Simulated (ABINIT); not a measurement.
# Rh: equation of state with LDA

**Experimental background.**

“Thermal equation of state of rhodium characterized by XRD in a resistively heated diamond anvil cell”, 2024, pmc:11535440 quotes, for a bulk crystal of Rh: bulk modulus 264 ± 1 GPa.

The system is Rh.

```
Rh
1.0
     0.00000    1.89785    1.89785
     1.89785    0.00000    1.89785
     1.89785    1.89785    0.00000
Rh
1
Direct
  0.00000 0.00000 0.00000
```

```json
{"Program": "ABINIT 10.8.3 (patched build)", "Task": "equation of state", "Functional": "LDA", "Potentials or basis": "JTH PAW LDA v2.0", "Cutoff": "408 eV", "k mesh": "12 × 12 × 12", "Occupations": "fermi-dirac, width 0.05 eV", "Spin": "no spin polarisation", "Fine-grid cutoff": "816.342 eV"}
```

The equilibrium volume is 13.21 Å³/atom and the bulk modulus is 320 GPa. The pressure derivative of the bulk modulus is 5.7 (rough: it moves with the points fitted).

Energy against volume, from the lowest point:
```
volume (Å³/atom)  energy (meV/atom)
          12.851              10.02
          13.125               0.00
          13.398               2.06
          13.671              14.39
          13.945              35.43
          14.218              64.33
          14.492             100.15
```

It took 38 s on 1 thread of Arm Neoverse V2 (shared host), peak memory 0.11 GiB.

Measured bulk modulus of Rh: 264 GPa (quoted in “Thermal equation of state of rhodium characterized by XRD in a resistively heated diamond anvil cell”, 2024, pmc:11535440). This calculation gives 320 GPa (+21.1 %). The fit is for a static lattice scaled at fixed shape and fixed fractional positions.

Caveat: pressures at fixed basis lie under the slope of the energies. LDA usually gives volumes a few per cent too small.
